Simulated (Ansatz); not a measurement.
# Zr vacancy in ZrN

What does a Zr vacancy cost in ZrN, and how do its neighbours move? It is set in a cell of 16 host atoms.

Computed with Ansatz 0.2.0 (DFT PBE, scalar-relativistic, plane waves, PAW, unless a step's input says otherwise).

## Step 1: The structure to begin with

It takes space group Fm-3m (No. 225, cubic). Conventional cell: a = 4.595 Å, b = 4.595 Å, c = 4.595 Å, α = 90.00°, β = 90.00°, γ = 90.00°. Around Zr (site symmetry m-3m) lie 6 N at 2.30 Å. N (site symmetry m-3m) has 6 Zr at 2.30 Å in its first shell of neighbours.

Coordinates:

```cif
data_structure
_symmetry_space_group_name_H-M 'P 1'
_symmetry_Int_Tables_number 1
_cell_length_a 3.2489
_cell_length_b 3.2489
_cell_length_c 3.2489
_cell_angle_alpha 60.000
_cell_angle_beta 60.000
_cell_angle_gamma 60.000
_cell_volume 24.25
loop_
_atom_site_label
_atom_site_type_symbol
_atom_site_fract_x
_atom_site_fract_y
_atom_site_fract_z
_atom_site_occupancy
Zr1 Zr 0.50000 0.50000 0.50000 1
N1 N 0.00000 0.00000 0.00000 1
```

It goes back to an entry of the Materials Project, which need not be the stable form.

It is the result of an earlier relaxation at this level (volume 12.12 Å³/atom; gap on the mesh: none (metal)).

## Step 2: Host supercell without the defect

The input, input.yaml:

```yaml
crystal:
  lattice:
    - [0.0, 4.5945978685, -4.5945978685]
    - [4.5945978685, 4.5945978685, 0.0]
    - [4.5945978685, 0.0, -4.5945978685]
  atoms:
    - { symbol: Zr, position: [0.25, 0.75, 0.25] }
    - { symbol: Zr, position: [0.25, 0.25, 0.25] }
    - { symbol: Zr, position: [0.75, 0.75, 0.25] }
    - { symbol: Zr, position: [0.75, 0.25, 0.25] }
    - { symbol: Zr, position: [0.25, 0.75, 0.75] }
    - { symbol: Zr, position: [0.25, 0.25, 0.75] }
    - { symbol: Zr, position: [0.75, 0.75, 0.75] }
    - { symbol: Zr, position: [0.75, 0.25, 0.75] }
    - { symbol: "N", position: [0.5, 0.5, 0.0] }
    - { symbol: "N", position: [0.5, 0.0, 0.0] }
    - { symbol: "N", position: [1.0, 0.5, 0.0] }
    - { symbol: "N", position: [1.0, 0.0, 0.0] }
    - { symbol: "N", position: [0.5, 0.5, 0.5] }
    - { symbol: "N", position: [0.5, 0.0, 0.5] }
    - { symbol: "N", position: [1.0, 0.5, 0.5] }
    - { symbol: "N", position: [1.0, 0.0, 0.5] }
basis:
  ecutwfc: 420
  xc_grid: 2
kpoints:
  mp_grid: { grid: [8, 8, 8], shift: [0.0, 0.0, 0.0] }
hamiltonian:
  xc: pbe
scf:
  occupations: { method: gaussian, width: 0.1 }
output:
  forces: true
  stress: true
  eigenvalues: true
  write_density: true
  write_potential: true
  elf: true
  volumetric_format: npy
```

Launch:

```
> ansatz run input.yaml --threads 4 --pin off --max-ram 10240MiB --backend cpu --events-out ev --progress --plain --runs-dir out
```

The log of the run, cut to the lines that bear on the results:

```text
Warning: RAYON_NUM_THREADS=4 ignored (pool sized by the plan → 4); use --threads N
[...]
Pseudopotentials: kind: paw
Pseudopotential: Zr, paw, valence charge 12, recommended cutoff 420 eV (normal), Zr.paw.azcp
Pseudopotential: N, paw, valence charge 5, recommended cutoff 420 eV (normal), N.paw.azcp
Functional definition: PBE
[...]
Crystal: 16 atoms, lattice volume = 193.987 Å³
Basis set: ecut = 420 eV, 3767 PW (Γ), exchange–correlation on 90×90×90 points (8 copies of the dense FFT grid, shifted against one another)
Bands: 84, of which v1, the nominal top of the filled ones, is band 68 counted from 1 (67 counted from 0)
Symmetry: 384 space group operations
Space group: Fm-3m (ITA 225), of the structure as read, at distance tolerance 5.8e-5 Å
k-points: 29 of 512
[...]
SCF iter   1: F=—  HF=-36570.509780 eV  |F-HF|=—  |Δ(HF+E_count)|=         —  Δρ=1.30e-3  dr2=3.80e-3  ethr=1.77e-3  ⟨swp⟩=4.4  Hψ=8865  notcnv=0
[...]
SCF iter   6: F=-36570.504019 eV  HF=-36570.504019 eV  |F-HF|=2.33e-10  |Δ(HF+E_count)|=   4.39e-9  Δρ=1.77e-6  dr2=3.44e-9  ethr=5.89e-11  ⟨swp⟩=10.2  Hψ=15246  notcnv=0
[...]
SCF converged after 6 iterations
Free energy (F): -36570.504019 eV
[...]
E sigma→0 (E₀):  -36570.488922 eV
Entropy (-TS):   -0.030194 eV (-1.887 meV/atom)
Fermi energy:    17.563094 eV
[...]
--- Forces (eV/Å), atoms counted from 1 ---
  atom   1  Zr     0.00000000    -0.00000000    -0.00000000
  atom   2  Zr     0.00000000    -0.00000000    -0.00000000
  atom   3  Zr     0.00000000     0.00000000     0.00000000
  atom   4  Zr     0.00000000    -0.00000000     0.00000000
  atom   5  Zr     0.00000000    -0.00000000     0.00000000
  atom   6  Zr     0.00000000     0.00000000    -0.00000000
  atom   7  Zr     0.00000000     0.00000000    -0.00000000
  atom   8  Zr     0.00000000     0.00000000    -0.00000000
[...]
--- Stress (GPa, compression-positive) ---
        0.009645       0.000000      -0.000000
       -0.000000       0.009645      -0.000000
        0.000000       0.000000       0.009645
  P = ⅓ Tr σ = 0.0096 GPa (0.096 kbar)
--- Band table (eV; the first three rows and the last of 29) ---
[...]
```

It took 7.6 s on 4 threads of AMD EPYC 7B13 (Zen 3), shared host; peak memory 0.96 GiB.

Density in a lattice plane of the grid's cell (edges 6.50 and 6.50 Å, at 0.250 of the third edge), which holds Zr.

Ten even steps from ' ' (0.17 e/Å³) to '@' (4.05 e/Å³):
```
                                                
      ..::::..                ..::::..          
    ..==##%%**--            ..==####**--        
    ..==@@@@@@%%==..        ..++@@@@@@%%==..    
      --%%@@##@@%%--          --%%@@##@@%%--    
      ..==%%@@@@@@++..        ..==%%@@@@@@++..  
        ..--**####==..            --**####==..  
            ..::::..                ..::::..    
                                                
                                                
                                                
      ..::::..                ..::::..          
    ..==####**--            ..==####**--..      
    ..++@@@@@@%%==..        ..++@@@@@@%%==..    
      --%%@@##@@%%--          --%%@@##@@%%--    
      ..==%%@@@@@@++..        ..==%%@@@@@@++..  
          --**####==..            --**%%##==..  
            ..::::..                ..::::..    
                                                
                                                
```
Columns run along the first of these edges and rows up along the second, over one cell in 24 and 20 even steps from the bottom left corner. Atoms in the plane (fractional): Zr at (0.25, 0.25), Zr at (0.75, 0.25), Zr at (0.25, 0.75), Zr at (0.75, 0.75).

ELF in the same plane.

Ten even steps from ' ' (0.10) to '@' (0.81):
```
        ..      ..::::..        ..      ..::::..
    ::++****--..  ..::::    ::++##**--..  ..::::
    ==@@@@@@@@##::  ....    ==%%@@@@@@##::  ....
    ==@@@@++++%%%%--        ==@@@@++++@@%%--    
    ..##@@==  ==@@##..      ..##@@==  ==@@##..  
      ::%%@@**++@@@@==        --%%@@++++@@@@==  
  ....  ::##@@@@@@%%==    ....  ::##@@@@@@@@==  
  ::::..  ..==**##++::    ::::..  ..==**##++::  
  ..::::..                ..::::..              
                                                
                ..::::..                ..::::..
    ::++##**==..  ..::::    ::++##**==..  ..::::
    ==@@@@@@@@##::  ....    ==%%@@@@@@##::  ....
    ==@@@@++++@@%%--        ==@@@@++++@@%%::    
    ..##@@==  ==@@##..      ..##@@==  ==@@##..  
      --%%@@++++@@@@==        --%%%%++++@@@@==  
  ....  ::##@@@@@@%%==    ....  ::##@@@@@@@@==  
  ::::..  ..--**##++::    ::::..  ..--****++::  
  ..::::..      ..        ..::::..      ..      
                                                
```
Columns run along the first of these edges and rows up along the second, over one cell in 24 and 20 even steps from the bottom left corner. Atoms in the plane (fractional): Zr at (0.25, 0.25), Zr at (0.75, 0.25), Zr at (0.25, 0.75), Zr at (0.75, 0.75).

Both are smooth fields of the valence electrons: close to the nuclei they are not physical.

Maxima of ELF outside the ion cores: 0.82 in the shell around N, 0.7 Å from N.

## Step 3: Variant: mp_grid.grid [10, 10, 10], pseudopotentials.kind nc, occupations.method methfessel_paxton, occupations.width 0.2, ecutwfc left out

Changes to input.yaml since step 2:

```diff
@@ -23,17 +23,13 @@
 basis:
-  ecutwfc: 420
   xc_grid: 2
 kpoints:
-  mp_grid: { grid: [8, 8, 8], shift: [0.0, 0.0, 0.0] }
+  mp_grid: { grid: [10, 10, 10], shift: [0.0, 0.0, 0.0] }
 hamiltonian:
   xc: pbe
+  pseudopotentials: { kind: nc }
 scf:
-  occupations: { method: gaussian, width: 0.1 }
+  occupations: { method: methfessel_paxton, width: 0.2 }
 output:
   forces: true
+  eigenvalues: true
   stress: true
-  eigenvalues: true
-  write_density: true
-  write_potential: true
-  elf: true
-  volumetric_format: npy
```

Launch:

```
> ansatz run input.yaml --threads 4 --pin off --max-ram 10240MiB --backend cpu --events-out ev --progress --plain --runs-dir out
```

The log of the run, cut to the lines that bear on the results:

```text
Warning: RAYON_NUM_THREADS=4 ignored (pool sized by the plan → 4); use --threads N
[...]
Pseudopotentials: kind: nc
Pseudopotential: Zr, nc, valence charge 12, recommended cutoff 897.975746 eV (normal), Zr.nc.azcp
Pseudopotential: N, nc, valence charge 5, recommended cutoff 1240 eV (normal), N.nc.azcp
Functional definition: PBE
[...]
Crystal: 16 atoms, lattice volume = 193.987 Å³
Basis set: ecut = 1240 eV, 19339 PW (Γ), exchange–correlation on 150×150×150 points (8 copies of the dense FFT grid, shifted against one another)
Bands: 84, of which v1, the nominal top of the filled ones, is band 68 counted from 1 (67 counted from 0)
Symmetry: 384 space group operations
Space group: Fm-3m (ITA 225), of the structure as read, at distance tolerance 5.8e-5 Å
k-points: 47 of 1000
[...]
SCF iter   1: F=—  HF=-13402.008632 eV  |F-HF|=—  |Δ(HF+E_count)|=         —  Δρ=4.29e-2  dr2=4.63e0  ethr=3.10e-3  ⟨swp⟩=7.0  Hψ=15603  notcnv=0
[...]
Free energy (F): -13401.218923 eV
[...]
E sigma→0 (E₀):  -13401.218240 eV
Entropy (-TS):   -0.002732 eV (-0.171 meV/atom)
Fermi energy:    17.700921 eV
[...]
--- Forces (eV/Å), atoms counted from 1 ---
  atom   1  Zr     0.00000000     0.00000000     0.00000000
  atom   2  Zr     0.00000000     0.00000000    -0.00000000
  atom   3  Zr    -0.00000000     0.00000000     0.00000000
  atom   4  Zr     0.00000000    -0.00000000    -0.00000000
  atom   5  Zr     0.00000000     0.00000000     0.00000000
  atom   6  Zr    -0.00000000     0.00000000     0.00000000
  atom   7  Zr    -0.00000000     0.00000000     0.00000000
  atom   8  Zr     0.00000000     0.00000000    -0.00000000
[...]
--- Stress (GPa, compression-positive) ---
        0.126722       0.000000      -0.000000
       -0.000000       0.126722       0.000000
       -0.000000       0.000000       0.126722
  P = ⅓ Tr σ = 0.1267 GPa (1.267 kbar)
--- Band table (eV; the first three rows and the last of 47) ---
[...]
```

It took 43 s on 4 threads of AMD EPYC 7B13 (Zen 3), shared host; peak memory 3.1 GiB.

| run | ending | energy change | pressure (GPa) | gap (eV) | force (eV/Å) | cycles | time |
| --- | --- | --- | --- | --- | --- | --- | --- |
| step 2 | converged | - | 0.0 | 0.00 | 0.00 | 6 | 7.6 s |
| variant | converged | not comparable | 0.1 | 0.00 | 0.00 | 8 | 43 s |

After a change of potentials the difference of the totals has no physical meaning; pressure, gap, moments and forces, where computed, barely move.

The supercell's rows, in vectors of the relaxed cell: 0 -2 2; 0 0 2; -2 0 2.

## Step 4: Setting up the defect

The atom at (0.250, 0.750, 0.250) of the supercell is taken out. The other atoms start on their ideal sites. Its neighbours are 6 N at 2.30 Å.

## Step 5: Relaxation at the host's cell

Changes to input.yaml since step 2:

```diff
@@ -6,3 +6,2 @@
   atoms:
-    - { symbol: Zr, position: [0.25, 0.75, 0.25] }
     - { symbol: Zr, position: [0.25, 0.25, 0.25] }
@@ -33,7 +32,7 @@
   forces: true
-  stress: true
+  stress: false
   eigenvalues: true
-  write_density: true
-  write_potential: true
-  elf: true
-  volumetric_format: npy
+relax:
+  adjacent_minimum: "off"
+  f_tol: 0.025
+  max_steps: 45
```

Launch:

```
> ansatz run input.yaml --threads 4 --pin off --max-ram 10240MiB --backend cpu --events-out ev --progress --plain --runs-dir out
```

The log of the run, cut to the lines that bear on the results:

```text
Warning: RAYON_NUM_THREADS=4 ignored (pool sized by the plan → 4); use --threads N
[...]
Pseudopotentials: kind: paw
Pseudopotential: Zr, paw, valence charge 12, recommended cutoff 420 eV (normal), Zr.paw.azcp
Pseudopotential: N, paw, valence charge 5, recommended cutoff 420 eV (normal), N.paw.azcp
Functional definition: PBE
[...]
Crystal: 15 atoms, lattice volume = 193.987 Å³
Basis set: ecut = 420 eV, 3767 PW (Γ), exchange–correlation on 90×90×90 points (8 copies of the dense FFT grid, shifted against one another)
Bands: 77, of which v1, the nominal top of the filled ones, is band 62 counted from 1 (61 counted from 0)
Symmetry: 48 space group operations
Space group: Fm-3m (ITA 225), of the structure as read, at distance tolerance 5.8e-5 Å
k-points: 29 of 512
[...]
SCF iter   1: F=—  HF=-32383.169176 eV  |F-HF|=—  |Δ(HF+E_count)|=         —  Δρ=4.08e-3  dr2=8.83e-2  ethr=1.77e-3  ⟨swp⟩=4.4  Hψ=8285  notcnv=0  defer=20
[...]
relax step   1: F+E_penalty+E_count = -32383.14540599 eV  Δ(F+E_penalty+E_count) = +0.000e0 eV  max|allowed force component| = 1.279e0 eV/Å  Δτ_max = 0.0000 Å  (6 SCF iters, dr2 threshold 1.56e-5 eV, accepted)
[...]
relax step   4: F+E_penalty+E_count = -32383.50430620 eV  Δ(F+E_penalty+E_count) = -1.964e-3 eV  max|allowed force component| = 2.076e-3 eV/Å  Δτ_max = 0.0062 Å  (4 SCF iters, dr2 threshold 6.80e-7 eV, accepted)
[...]
relax step   5: F+E_penalty+E_count = -32383.50430636 eV  Δ(F+E_penalty+E_count) = -1.622e-7 eV  max|allowed force component| = 2.072e-3 eV/Å  Δτ_max = 0.0000 Å  (3 SCF iters, accepted)
SCF converged after 3 iterations
Free energy (F): -32383.504306 eV
[...]
E sigma→0 (E₀):  -32383.494243 eV
Entropy (-TS):   -0.020126 eV (-1.342 meV/atom)
Fermi energy:    15.061278 eV
[...]
```

## Step 6: More of the same log: Zr vacancy (site b), charge +0, atoms relaxed at the host's cell

The log, continued, cut to the lines that bear on the results:

```text
[...]
--- Forces (eV/Å), atoms counted from 1 ---
  atom   1  Zr     0.00000000     0.00000000     0.00000000
  atom   2  Zr    -0.00000000    -0.00000000     0.00000000
  atom   3  Zr     0.00000000     0.00000000     0.00000000
  atom   4  Zr     0.00000000     0.00000000    -0.00000000
  atom   5  Zr    -0.00000000    -0.00000000    -0.00000000
  atom   6  Zr     0.00000000    -0.00000000     0.00000000
  atom   7  Zr     0.00000000     0.00000000     0.00000000
  atom   8  N      0.00207205     0.00000000     0.00000000
[...]
--- Band table (eV; the first three rows and the last of 29) ---
[...]
--- Relaxed structure (5 steps of the walk, 5 accepted, 0 SCFs on fresh bases) ---
  F+E_penalty+E_count = -32383.50430636 eV   max|allowed force component| = 2.072e-3 eV/Å
  atoms:
    - { symbol: Zr, position: [0.25, 0.25, 0.25] }
    - { symbol: Zr, position: [0.7500000000000001, 0.75, 0.2499999999999999] }
    - { symbol: Zr, position: [0.75, 0.25, 0.25] }
    - { symbol: Zr, position: [0.2499999999999999, 0.75, 0.7500000000000001] }
    - { symbol: Zr, position: [0.25, 0.25, 0.75] }
    - { symbol: Zr, position: [0.7500000000000001, 0.7500000000000001, 0.7500000000000001] }
    - { symbol: Zr, position: [0.7500000000000001, 0.2499999999999999, 0.7500000000000001] }
    - { symbol: N, position: [0.5097233600575274, 0.4902766399424726, -0.009723360057527386] }
    - { symbol: N, position: [0.5097233600575274, 0.009723360057527386, -0.009723360057527386] }
    - { symbol: N, position: [1.0, 0.5, -1.1102230246251565e-16] }
    - { symbol: N, position: [0.9902766399424727, 0.00972336005752733, -0.00972336005752733] }
    - { symbol: N, position: [0.5097233600575274, 0.4902766399424726, 0.5097233600575274] }
    - { symbol: N, position: [0.5, 0.0, 0.5] }
    - { symbol: N, position: [0.9902766399424728, 0.4902766399424726, 0.5097233600575274] }
    - { symbol: N, position: [0.9902766399424727, 0.009723360057527275, 0.5097233600575275] }
```

Run time: 27 s. Hardware: 4 threads of AMD EPYC 7B13 (Zen 3), shared host; peak memory 0.96 GiB.

Step by step:

| step | energy from step 1 (eV/cell) | largest force component (eV/Å) |
| --- | --- | --- |
| 1 | 0.0000 | 1.2793 |
| 2 | -0.1081 | 1.2880 |
| 3 | -0.3569 | 0.1043 |
| 4 | -0.3589 | 0.0021 |
| 5 | -0.3589 | 0.0021 |

Step 1 is the start. Step 5 solves the same geometry again.

The largest move, 0.09 Å, is shared by several atoms, N8 among them.

## Step 7: Changing settings: xc pbesol, dr2_threshold 1.0e-05, ecutwfc left out

Changes to input.yaml since step 5:

```diff
@@ -22,3 +22,2 @@
 basis:
-  ecutwfc: 420
   xc_grid: 2
@@ -27,8 +26,8 @@
 hamiltonian:
-  xc: pbe
+  xc: pbesol
 scf:
   occupations: { method: gaussian, width: 0.1 }
+  convergence: { dr2_threshold: 1.0e-05 }
 output:
   forces: true
-  stress: false
   eigenvalues: true
```

Launch:

```
> ansatz run input.yaml --threads 4 --pin off --max-ram 10240MiB --backend cpu --events-out ev --progress --plain --runs-dir out
```

The log of the run, cut to the lines that bear on the results:

```text
Warning: scf.convergence.dr2_threshold = 1e-5 eV is looser than this run's default, which is 1e-7 eV or tighter. The error in the forces grows as the threshold's square root, so leave the key out unless less accurate forces are enough
Warning: RAYON_NUM_THREADS=4 ignored (pool sized by the plan → 4); use --threads N
[...]
Pseudopotentials: kind: paw
Pseudopotential: Zr, paw, valence charge 12, recommended cutoff 420 eV (normal), Zr.paw.azcp
Pseudopotential: N, paw, valence charge 5, recommended cutoff 420 eV (normal), N.paw.azcp
Functional definition: PBEsol
[...]
Crystal: 15 atoms, lattice volume = 193.987 Å³
Basis set: ecut = 420 eV, 3767 PW (Γ), exchange–correlation on 90×90×90 points (8 copies of the dense FFT grid, shifted against one another)
Bands: 77, of which v1, the nominal top of the filled ones, is band 62 counted from 1 (61 counted from 0)
Symmetry: 48 space group operations
Space group: Fm-3m (ITA 225), of the structure as read, at distance tolerance 5.8e-5 Å
k-points: 29 of 512
[...]
  atoms:
    - { symbol: Zr, position: [0.25, 0.25, 0.25] }
    - { symbol: Zr, position: [0.7500000000000001, 0.75, 0.2499999999999999] }
    - { symbol: Zr, position: [0.75, 0.25, 0.25] }
    - { symbol: Zr, position: [0.2499999999999999, 0.75, 0.7500000000000001] }
    - { symbol: Zr, position: [0.25, 0.25, 0.75] }
    - { symbol: Zr, position: [0.7500000000000001, 0.7500000000000001, 0.7500000000000001] }
    - { symbol: Zr, position: [0.7500000000000001, 0.2499999999999999, 0.7500000000000001] }
    - { symbol: N, position: [0.510441902475664, 0.489558097524336, -0.010441902475664011] }
    - { symbol: N, position: [0.5104419024756641, 0.010441902475664067, -0.010441902475664067] }
    - { symbol: N, position: [1.0, 0.5, -1.1102230246251565e-16] }
    - { symbol: N, position: [0.9895580975243359, 0.010441902475664122, -0.010441902475664122] }
    - { symbol: N, position: [0.5104419024756641, 0.4895580975243359, 0.5104419024756641] }
    - { symbol: N, position: [0.5, 0.0, 0.5] }
    - { symbol: N, position: [0.989558097524336, 0.48955809752433577, 0.5104419024756642] }
    - { symbol: N, position: [0.9895580975243361, 0.010441902475664011, 0.5104419024756641] }
```

Run time: 23 s. Hardware: 4 threads of AMD EPYC 7B13 (Zen 3), shared host; peak memory 0.95 GiB.

| run | ending | energy change | gap (eV) | force (eV/Å) | cycles | time |
| --- | --- | --- | --- | --- | --- | --- |
| step 5 | converged | - | 0.00 | 0.00 | - | 27 s |
| variant | converged | not comparable | 0.00 | 0.00 | - | 23 s |

After a change of functional the difference of the totals has no physical meaning.

## Step 8: Formation energy and levels

| charge | E(defect cell) - E(host) (eV) | formation energy (eV) | moment over the host's (μB) | largest move (Å) | neighbours |
| --- | --- | --- | --- | --- | --- |
| 0 | 4186.995 | 3.16 | 0.00 | 0.09 | 6 N at 2.39 Å |

Atoms are taken from and returned to the elements' standard states: Zr -4183.835 eV an atom at this level.

## Step 9: What came out

| quantity | value |
| --- | --- |
| formation energy, neutral | 3.16 eV |
| nearest atoms after relaxation, one image of each, neutral | 6 N at 2.39 Å |
| step 3, run with mp_grid.grid [10, 10, 10], pseudopotentials.kind nc, occupations.method methfessel_paxton, occupations.width 0.2, ecutwfc left out (against step 2) | converged |
| step 7, run with xc pbesol, dr2_threshold 1.0e-05, ecutwfc left out (against step 5) | converged |

The neutral defect costs 3.16 eV against the elements. With elemental Zr as the reservoir this is the highest cost; Zr-poor conditions lower it. Spin polarisation was off in the neutral run, so a moment could not show there. A cell of 16 sites leaves finite-size errors of tenths of an eV, or more where the defect fills or empties host bands. A distortion of lower symmetry was not tried.
